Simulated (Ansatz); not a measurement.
Density of states of BiTe (R-3m, a = 4.798 Å, b = 4.798 Å, c = 9.585 Å, α = 90.00°, β = 90.00°, γ = 120.00°), in states per eV and primitive cell, averaged over bins of 0.4 eV. The calculation used DFT PBEsol, scalar-relativistic, plane waves, PAW (Ansatz).

Settings: cutoff 420 eV, Γ-centred mesh 12×12×12 on the computed 2-atom cell, Gaussian smearing of 0.10 eV; no spin polarisation.

The cell is relaxed at this level. The states (both spins) are summed by tetrahedra on a 18×18×18 mesh at the self-consistent density. Energies are bin centres; the table starts no lower than −8 eV and ends at 6 eV, or lower where the solved bands end.

It is a metal at this level.

```csv
E − E_F (eV),total,Bi 6p,Te 5p,Te 5s,Bi 6s
-5.75,0.29,0.14,0.15,0.00,0.00
-5.35,0.61,0.28,0.32,0.00,0.01
-4.95,0.89,0.39,0.47,0.01,0.01
-4.55,1.63,0.69,0.90,0.02,0.02
-4.15,1.50,0.60,0.84,0.03,0.03
-3.75,1.32,0.50,0.75,0.03,0.03
-3.35,1.60,0.56,0.94,0.03,0.04
-2.95,1.70,0.55,1.05,0.03,0.05
-2.55,1.92,0.51,1.29,0.03,0.07
-2.15,1.59,0.29,1.18,0.02,0.07
-1.75,1.22,0.16,0.97,0.01,0.06
-1.35,0.77,0.16,0.54,0.01,0.04
-0.95,0.46,0.29,0.12,0.02,0.01
-0.55,0.96,0.73,0.14,0.06,0.01
-0.15,1.15,0.84,0.21,0.06,0.01
0.25,1.24,0.86,0.27,0.06,0.01
0.65,1.26,0.83,0.32,0.05,0.01
1.05,1.15,0.70,0.35,0.04,0.01
1.45,1.14,0.66,0.38,0.03,0.01
1.85,1.17,0.66,0.41,0.02,0.01
2.25,1.38,0.71,0.47,0.02,0.01
2.65,1.64,0.78,0.54,0.01,0.01
3.05,1.65,0.72,0.54,0.01,0.01
3.45,1.51,0.59,0.46,0.01,0.00
3.85,1.29,0.37,0.29,0.00,0.00
4.25,1.21,0.24,0.19,0.00,0.00
4.65,1.02,0.13,0.10,0.00,0.00
5.05,0.87,0.02,0.01,0.00,0.00
5.45,0.85,0.01,0.00,0.00,0.00
```

The columns after the total are the Löwdin projections on the occupied valence shells of the potentials. The rest of the total lies in shells that are empty in the free atom, which aren't projected, and between the atoms.

Spin-orbit coupling is left out, which matters for the bands of heavy elements.

Whether BiTe exists in this form wasn't checked.